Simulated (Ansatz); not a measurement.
The system is SnSe.

```
Sn Se
1.0
     0.00000    3.01000    3.01000
     3.01000    0.00000    3.01000
     3.01000    3.01000    0.00000
Sn Se
1 1
Cartesian
  0.0000 0.0000 0.0000
  3.0100 3.0100 3.0100
```

Measurements of this composition are mostly on another form, of space group No. 62.

```yaml
Program: Ansatz 0.2.0
Task: relaxation of cell and atoms
Functional: revPBE
Dispersion: D3(BJ)
Potentials_or_basis: all-electron LAPW, scalar-relativistic
Basis_error_allowed: 0.001 eV/atom
k_mesh: 8 × 8 × 8
Occupations: fermi-dirac, width 0.05 eV
Spin: no spin polarisation
```

At the start: volume 27.27 Å³/atom.

Task: How do energy, volume and symmetry change on relaxing?

Result: Over 5 steps the energy falls by 6.7 meV/atom and the volume is 26.22 Å³/atom (-3.8 %); space group Fm-3m (No. 225, to 0.05 Å).

The path:
| step | energy change (eV) | largest force (eV/Å) | volume (Å³) |
| --- | --- | --- | --- |
| 1 | 0.0000 | 0.0000 | 54.54 |
| 2 | -0.0110 | 0.0000 | 51.61 |
| 3 | -0.0134 | 0.0000 | 52.50 |
| 4 | -0.0134 | 0.0000 | 52.44 |
| 5 | -0.0134 | 0.0000 | 52.44 |

Final structure:
```
Sn Se
1.0
     0.00000    2.97091    2.97091
     2.97091    0.00000    2.97091
     2.97091    2.97091    0.00000
Sn Se
1 1
Cartesian
  0.0000 0.0000 0.0000
  2.9709 2.9709 2.9709
```
